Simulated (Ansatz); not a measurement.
SnSe2, 3 atoms in the cell. Symmetry: P-3m1, No. 164, trigonal system. Conventional cell: a = 3.811 Å, b = 3.811 Å, c = 6.136 Å, α = 90.00°, β = 90.00°, γ = 120.00°. Sn (site symmetry -3m) has 6 Se at 2.68 Å as nearest neighbours. Se (site symmetry 3m) is surrounded by 3 Sn at 2.68 Å. 

```yaml
Program: Ansatz 0.2.0
Task: elastic constants
Functional: LDA
Potentials_or_basis: all-electron LAPW, point nuclei
Cutoff: 282 eV (chosen from the basis error)
Basis_error_allowed: 0.001 eV/atom
Occupations: fixed
Spin: no spin polarisation
```

Potentials or basis: all-electron LAPW, point nuclei.

The run is started by

```console
$ ansatz run input.yaml --threads 2 --pin off --max-ram 6144MiB --backend cpu --events-out ev --progress --plain --runs-dir out
```

Hardware: 2 threads of Arm Neoverse V2, on a shared host.

Problem. How long does it take, and how much memory?

Solution. It took 2.5 min on 2 threads of Arm Neoverse V2, with other jobs on the host, peak memory 0.81 GiB. Counts: scf iterations 70, plane waves 833, k points 40, bands 42.
